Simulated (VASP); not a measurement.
Here is a VASP 6.6.1 calculation.

The input run.py:

```python
from ase.calculators.vasp import Vasp
from ase.dft.bandgap import bandgap
from ase.spacegroup import crystal

atoms = crystal(
    ['Au', 'Cu'],
    basis=[[0.0, 0.0, 0.0], [0.5, 0.5, 0.5]],
    spacegroup=123,
    setting=1,
    cellpar=[2.81074946, 2.81074946, 3.685, 90.0, 90.0, 90.0],
    primitive_cell=True,
)
calc = Vasp(
    directory='calc',
    xc='pbe',
    pp='PBE',
    setups={'base': 'minimal', 'Au': '_GW', 'Cu': '_GW'},
    prec='Accurate',
    encut=550,
    ediff=1e-07,
    ismear=0,
    sigma=0.02,
    lreal=False,
    lasph=True,
    nelm=100,
    algo='Normal',
    isif=2,
    lwave=False,
    lcharg=True,
    lelf=True,
    lvhar=True,
    kpts=[9, 9, 7],
    gamma=True,
)
atoms.calc = calc

print('energy (eV):', atoms.get_potential_energy())
print('free energy (eV):', atoms.get_potential_energy(force_consistent=True))
print('forces (eV/A):')
print(atoms.get_forces())
print('stress (eV/A^3, Voigt):', atoms.get_stress())
print('Fermi level (eV):', calc.get_fermi_level())
gap, top, bottom = bandgap(calc)
print('band gap (eV):', gap, 'from (spin, k, band)', top, 'to', bottom)
```

Potentials or basis: VASP PAW PBE potentials, release 64 (Au_GW, Cu_GW).

Command:

```sh
$ python run.py
```

Predict the pressure.

3.6 GPa.

Predict the band gap on the k mesh.

none (metal or under the smearing width).

Stress tensor (GPa, compression positive):
```
3.83 0.00 0.00
0.00 3.83 0.00
0.00 0.00 3.23
```

Spin-orbit coupling is left out, which matters for the levels of Au.
